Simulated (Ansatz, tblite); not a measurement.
ZnO: GFN2-xTB, run from Python

These are simulated results from tblite 0.8.0, not measurements. The cell was built from a prototype and was relaxed with r2SCAN in plane waves (Ansatz 0.2.0). Not every such cell is a known phase. All runs are without spin polarisation.

Space group P6_3/mmc (No. 194), hexagonal; conventional cell a = 2.977 Å, c = 5.126 Å, 9.83 Å³ an atom. Around Zn lie 6 O at 2.14 Å; around O lie 6 Zn at 2.14 Å.

tblite solves periodic systems at the zone centre alone, so the script builds a cluster of 4×4×2 conventional cells (128 atoms), which folds in a coarse mesh of k points.

run.py reads:

```python
import json
from ase import Atoms
from ase.build import make_supercell
from ase.units import Bohr, GPa, Hartree
from tblite.interface import Calculator

atoms = Atoms(['Zn', 'Zn', 'O', 'O'],
              cell=[[2.976861, 0.0, 0.0], [-1.48843, 2.578037, 0.0], [0.0, 0.0, 5.125634]],
              scaled_positions=[[-0.0, -0.0, 0.0], [-0.0, -0.0, 0.5], [0.333333, 0.666667, 0.25], [0.666667, 0.333333, 0.75]],
              pbc=True)
cluster = make_supercell(atoms, [[4, 0, 0], [0, 4, 0], [0, 0, 2]])
calc = Calculator('GFN2-xTB', cluster.numbers, cluster.positions / Bohr, lattice=cluster.cell[:] / Bohr, periodic=cluster.pbc)
calc.set('temperature', 0.02 / Hartree)
calc.set('max-iter', 150)
res = calc.singlepoint()
levels = res.get('orbital-energies') * Hartree
nv = round(res.get('orbital-occupations').sum() / 2)
cells = len(cluster) // len(atoms)
out = {'energy_per_cell': res.get('energy') * Hartree / cells, 'homo': levels[nv - 1], 'lumo': levels[nv],
       'stress': (-res.get('virial') * Hartree / cluster.get_volume() / GPa).tolist(), 'charges': res.get('charges')[:len(atoms)].tolist(), 'electrons': 2 * nv / cells}
json.dump(out, open('results.json', 'w'))
for key, value in out.items():
    print(key, value)
```

Command: `python run.py`. It took 18 s on 1 thread of Arm Neoverse V1, with other jobs on the host, peak memory 0.13 GiB.

What it printed:

```
------------------------------------------------------------
  cycle        total energy    energy error   density error
------------------------------------------------------------
      1     -266.5090374358  -2.6690418E+02   5.0975564E-01
      2     -301.9494677499  -3.5440430E+01   1.2634234E-01
      3     -302.3736367758  -4.2416903E-01   4.1192710E-02
      4     -302.3584492065   1.5187569E-02   3.2112069E-02
      5     -302.4373533346  -7.8904128E-02   1.6659358E-02
      6     -302.4806628535  -4.3309519E-02   1.3665965E-03
      7     -302.4807033889  -4.0535423E-05   1.1989689E-03
      8     -302.4806532151   5.0173812E-05   1.1923348E-03
      9     -302.4806451698   8.0452722E-06   4.8397071E-04
     10     -302.4807095198  -6.4349961E-05   1.6791233E-04
     11     -302.4807130715  -3.5517048E-06   7.2850925E-05
     12     -302.4807135363  -4.6480636E-07   4.4121054E-05
     13     -302.4807136136  -7.7325581E-08   3.5892721E-05
     14     -302.4807136570  -4.3401428E-08   3.0250868E-05
     15     -302.4807137175  -6.0437060E-08   1.9245595E-05
------------------------------------------------------------

 total:                                  17.637 sec
energy_per_cell -257.2162333091174
homo -12.775266161487508
lumo -12.7752654534774
stress [[-16.924065974266128, -4.653246899326227e-05, -7.841279434283918e-07], [-4.653246899360514e-05, -16.92401004615133, -1.2739072985490902e-06], [-7.841279437106141e-07, -1.2739072983252803e-06, -20.218593837485628]]
charges [0.48024504664404016, 0.4802454411230442, -0.48023376558743025, -0.4802392827245783]
electrons 16.0
```

The cycle table is in hartree for the whole cluster, and the lines after it are in eV (the energy for one cell). The printed stress is in GPa and positive in compression, and the pressure is its mean diagonal.

GFN2-xTB gives no gap at the points read. On the same cell, plane-wave PBE (Ansatz, 12×12×6 k points and the special points) gives a gap of 0.75 eV and r2SCAN a gap of 1.36 eV; on shared hosts these took about 5 and 11 core-seconds on the 4-atom cell, against 18 for the script. Semilocal gaps usually lie below measured ones. This method closes a gap that PBE finds, a failure in kind.

The same script was run on cells scaled at fixed shape and fractional coordinates:

| volume (Å³/atom) | energy (meV/atom) | pressure (GPa, positive in compression) | gap (eV) |
| --- | --- | --- | --- |
| 8.65 | -99.0 | -7.04 | 0.51 |
| 9.24 | -59.0 | -14.17 | 0.14 |
| 9.83 | 0.0 | -18.02 | 0.00 |
| 10.42 | 73.2 | -21.12 | 0.00 |
| 11.01 | 157.5 | -24.03 | 0.00 |

The minimum lies beyond the smallest of these volumes.

xTB was fitted mostly to molecules, and a small cluster samples few k points, so gaps, pressures and kinks along a curve can be far from a solid's.
